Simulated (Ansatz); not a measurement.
# IrO2: Ir-193 nuclear quadrupole resonance

Cell: a structure deposited in the COD whose atoms were relaxed with PBE, the cell held.

```cif
data_IrO2
_symmetry_space_group_name_H-M 'P4_2/mnm'
_symmetry_Int_Tables_number 136
_cell_length_a 4.4990
_cell_length_b 4.4990
_cell_length_c 3.1460
_cell_angle_alpha 90.000
_cell_angle_beta 90.000
_cell_angle_gamma 90.000
loop_
_atom_site_label
_atom_site_type_symbol
_atom_site_symmetry_multiplicity
_atom_site_Wyckoff_symbol
_atom_site_fract_x
_atom_site_fract_y
_atom_site_fract_z
Ir Ir 2 a 0.0000 0.0000 0.0000
O O 4 f 0.3079 0.3079 0.0000
```

One atom of each set is listed.

All values are calculated (Ansatz; DFT, PBEsol, plane waves and PAW, scalar-relativistic, collinear spin, 420 eV cutoff, Γ-centred 10×10×15 k-points, Fermi–Dirac smearing 0.05 eV), not measured. Start moments as typed (μB): 1 on each Ir, none on the rest.

Ir-193: I = 3/2, Q = 751.0 mb (year-2017 value). Static lattice, zero field.

Q: Predict the zero-field Ir-193 lines of each site.

A: For I = 3/2 there is one line, ν = (|C_Q|/2)(1 + η²/3)^½.

| site | atoms | V_zz (10²¹ V/m²) | C_Q (MHz) | η | line frequencies (MHz) |
| --- | --- | --- | --- | --- | --- |
| Ir | 2 | -12.65 | -230 | 0.54 | 120.4 |

Q: And for 191Ir (I = 3/2, Q = 816.0 mb) on Ir?

A: C_Q scales with Q to -250 MHz, with lines at 130.8 MHz.

With no gap above 0.1 eV, as in a metal, the gradients converge slowly in k; expect changes of a tenth or more on a denser mesh. Spin–orbit coupling is left out, which shifts gradients on Ir by a few per cent in wide-gap crystals, and can shift them far more where the calculated gap is small or absent, as here. Semilocal functionals can leave a metal where correlation in the d or f shell opens a gap in the real compound, and that would change the values at and beside Ir. The start moments die out, and the run ends without spin.

The run took 27 s of wall time (27 s of CPU time) and 0.84 GiB at its peak, on 1 thread of Intel Xeon 6975P-C (Granite Rapids) (x86_64; 16 cores open to the job, memory cap 3.0 GiB, no GPU), a shared host with a load of 0.1 a core.
